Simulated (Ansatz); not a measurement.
# Pd under strain

Method: Ansatz 0.2.0, DFT PBEsol, scalar-relativistic, plane waves, PAW. Run with 420 eV cutoff, 14×14×14 k-mesh, Gaussian smearing of 0.10 eV, no spin polarisation.

The relaxed crystal:

```
CELL_PARAMETERS angstrom
3.08362 0.00000 0.00000
0.00000 3.08362 0.00000
0.00000 0.00000 3.08362
ATOMIC_POSITIONS crystal
Pd 0.00000 0.00000 0.00000
Pd 0.50000 0.50000 0.50000
```

Deformation: uniaxial strain along c, with the lengths of a and b and the atoms relaxed and the angles held, all within the symmetry that the strain leaves. Energies are extrapolated to zero smearing. On this cell's mesh the reference holds a stress of up to 0.13 GPa.

| strain (%) | ΔE (meV/atom) | a (Å) | b (Å) | c (Å) |
| --- | --- | --- | --- | --- |
| -3.0 | -3.3 | 3.136 | 3.136 | 2.991 |
| -2.0 | -1.7 | 3.119 | 3.119 | 3.022 |
| -1.0 | -0.5 | 3.102 | 3.102 | 3.053 |
| +0.0 | 0.0 | 3.084 | 3.084 | 3.084 |
| +1.0 | -0.6 | 3.066 | 3.066 | 3.114 |
| +2.0 | -2.4 | 3.048 | 3.048 | 3.145 |
| +3.0 | -4.6 | 3.032 | 3.032 | 3.176 |

Problem. Does one stiffness describe the whole range?

Solution. No: the innermost pair of points gives (1/V) d²E/dε² = -123 GPa and a cubic fit over all points -94 GPa, so terms beyond the third order count over this range. The innermost energies differ by about a meV/atom, within the error of mesh and smearing, so the first value is uncertain.

This bcc form isn't the element's structure at ambient conditions.